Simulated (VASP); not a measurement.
A run of VASP 6.6.1:

The input INCAR:

```
ALGO = Normal
EDIFF = 1E-7
EDIFFG = -0.005
ENCUT = 600
GGA = PS
IBRION = 2
ISIF = 3
ISMEAR = 0
LASPH = True
LCHARG = False
LREAL = False
LWAVE = False
NELM = 80
NSW = 90
PREC = Accurate
SIGMA = 0.1
```

The input KPOINTS:

```
k-points
0
Gamma
  12 12 12
```

The input POSCAR:

```
GaSb
1.0
    0.0000000000      3.0686043200      3.0686043200
    3.0686043200      0.0000000000      3.0686043200
    3.0686043200      3.0686043200      0.0000000000
Ga Sb
1 1
Direct
    0.0000000000      0.0000000000      0.0000000000
    0.2500000000      0.2500000000      0.2500000000
```

Potentials or basis: VASP PAW PBE potentials, release 64 (Ga_d, Sb).

Launch:

```sh
$ cat potpaw_PBE.64/Ga_d/POTCAR potpaw_PBE.64/Sb/POTCAR > POTCAR
$ mpirun -np 1 vasp_std > vasp.out
```

Hardware: 1 thread of Intel(R) Xeon(R) Platinum 8488C (Sapphire Rapids) (shared host).

Question: How long does it take, and how much memory?

Answer: Run time: 120 s on 1 thread of Intel(R) Xeon(R) Platinum 8488C (Sapphire Rapids), with other jobs on the host, peak memory 0.26 GiB. Counts: scf iterations 27, k points 72, ion steps 3.
